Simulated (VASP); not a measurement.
Write the native input for VASP 6.6.1 that does the following.

```
Task                   : relaxation of cell and atoms
Functional             : PBE
Potentials or basis    : VASP PAW PBE potentials, release 64 (Si, N)
Cutoff                 : 520 eV
k mesh                 : 6 × 6 × 6
Occupations            : gaussian, width 0.1 eV
Spin                   : no spin polarisation
Further INCAR settings : ALGO = Normal; EDIFF = 1e-06; IBRION = 2; EDIFFG = -0.01; NSW = 90; ISIF = 3
```

The structure of Si3N4 lies in POSCAR:

```
Si3N4
1.0
   -3.2373500000      3.2373500000      3.2373500000
    3.2373500000     -3.2373500000      3.2373500000
    3.2373500000      3.2373500000     -3.2373500000
Si N
6 8
Direct
    0.2500000000      0.1250000000      0.8750000000
    0.8750000000      0.2500000000      0.1250000000
    0.7500000000      0.3750000000      0.6250000000
    0.6250000000      0.7500000000      0.3750000000
    0.1250000000      0.8750000000      0.2500000000
    0.3750000000      0.6250000000      0.7500000000
    0.5628000000      0.5628000000      0.5628000000
    0.4372000000      0.5000000000      0.0000000000
    0.5000000000      0.0000000000      0.9372000000
    0.0000000000      0.4372000000      0.5000000000
    0.9372000000      0.5000000000      0.0000000000
    0.0628000000      0.0628000000      0.0628000000
    0.0000000000      0.9372000000      0.5000000000
    0.5000000000      0.0000000000      0.4372000000
```

Measurements of this composition are mostly on another form, of space group No. 176.

The input as run:

INCAR

```
SYSTEM = Si3N4
PREC = Accurate
ENCUT = 520
EDIFF = 1E-6
ISMEAR = 0
SIGMA = 0.1
LREAL = .False.
LASPH = .True.
NELM = 120
ALGO = Normal
ISIF = 3
LWAVE = .False.
LCHARG = .False.
GGA = PE
IBRION = 2
NSW = 90
EDIFFG = -0.01
KPAR = 8
```

KPOINTS

```
regular mesh
0
Gamma
  6 6 6
  0 0 0
```

Potentials or basis: VASP PAW PBE potentials, release 64 (Si, N).

Command:

```sh
$ cat potpaw_PBE.64/Si/POTCAR potpaw_PBE.64/N/POTCAR > POTCAR
$ mpirun -np 8 vasp_std > vasp.out
```

It gave:

The relaxed volume is 9.75 Å³/atom. The relaxed cell is a = 5.619 Å, b = 5.619 Å, c = 5.619 Å, α = 109.47°, β = 109.47°, γ = 109.47°, the space group after relaxing (to 0.05 Å) is I-43d (No. 220) and the energy gained by relaxing is 0.3 meV/atom. The ionic steps are 3. The pressure after relaxing is 0.0 GPa. The band gap on the k mesh is 4.04 eV, indirect (least direct gap 4.23 eV).

Run time: 83 s on 8 MPI ranks on Intel(R) Xeon(R) Platinum 8259CL CPU @ 2.50GHz (Skylake/Cascade Lake) (shared host), peak memory 0.33 GiB a rank.
